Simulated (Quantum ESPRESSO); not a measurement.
ZrB2:

```xyz
3
Lattice="3.1700 0.0000 0.0000 -1.5850 2.7453 0.0000 0.0000 0.0000 3.5330" Properties=species:S:1:pos:R:3 pbc="T T T"
Zr    0.0000    0.0000    0.0000
B     1.5850    0.9151    1.7665
B     0.0000    1.8302    1.7665
```

Base run:

| Item | Value |
| --- | --- |
| Program | Quantum ESPRESSO 7.5 |
| Functional | PBEsol |
| Potentials or basis | GBRV 1.5 PBEsol |
| Cutoff | 612 eV |
| Density cutoff | 4898 eV |
| k mesh | 10 × 10 × 8 |
| Occupations | fermi-dirac, width 0.05 eV |
| Spin | no spin polarisation |
| Hubbard terms | Zr d U = 8 eV |

Its results: band gap on the k mesh none (metal or under the smearing width); pressure -10.9 GPa.

Problem. The run is repeated on the same cell with these changes: hubbard terms from Zr d U = 8 eV to none. What comes out?

Solution. Band gap on the k mesh none (metal or under the smearing width); pressure -4.0 GPa.

Caveats: U without spin polarisation on a metal has little footing (some runs); the U is typed as a test and isn't derived for this compound (some runs).
